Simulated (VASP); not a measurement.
A run of VASP 6.6.1 is set up as follows.

INCAR

```
SYSTEM = PbSe
  PREC = Accurate
  ENCUT = 520
  EDIFF = 1E-6
  ISMEAR = -1
  SIGMA = 0.05
  LREAL = .FALSE.
  LASPH = .TRUE.
  NELM = 60
  ALGO = Normal
  ISIF = 2
  LWAVE = .FALSE.
  LCHARG = .FALSE.
  GGA = PS
  NBANDS = 17
```

File KPOINTS:

```
Automatic mesh
0
G
  8 8 8
  0 0 0
```

File POSCAR:

```
PbSe
1.0
    0.0000000000      3.0606500000      3.0606500000
    3.0606500000      0.0000000000      3.0606500000
    3.0606500000      3.0606500000      0.0000000000
Pb Se
1 1
Direct
    0.0000000000      0.0000000000      0.0000000000
    0.5000000000      0.5000000000      0.5000000000
```

Potentials or basis: VASP PAW PBE potentials, release 64 (Pb_d, Se).

Run with:

```console
$ cat potpaw_PBE.64/Pb_d/POTCAR potpaw_PBE.64/Se/POTCAR > POTCAR
$ mpirun -np 1 vasp_std > vasp.out
```

Problem. Estimate the band gap on the k mesh.

Solution. 0.20 eV, direct.

Problem. Estimate the pressure.

Solution. -0.5 GPa.

Caveat: the PAW data sets were made with another functional, which shifts forces and pressure a little; spin-orbit coupling is left out, which moves the levels of the heavy elements.

**Measured values to compare with.**

A printed reference work, monograph reports, for a bulk crystal of PbSe at 300 K: band gap 0.28 eV (direct).

A measured gap of PbSe is 0.28 eV (direct; 300 K; a printed reference work, monograph); the calculated 0.20 eV misses it by -0.08 eV. 2 values of this kind are on record (0.15 to 0.28 eV); this one was drawn at random. Spin-orbit coupling on Pb, Se is left out. The value is that of PBEsol on a finite k mesh, which can miss the band edges, without temperature or zero-point motion. Semilocal functionals fall short of measured gaps as a rule.
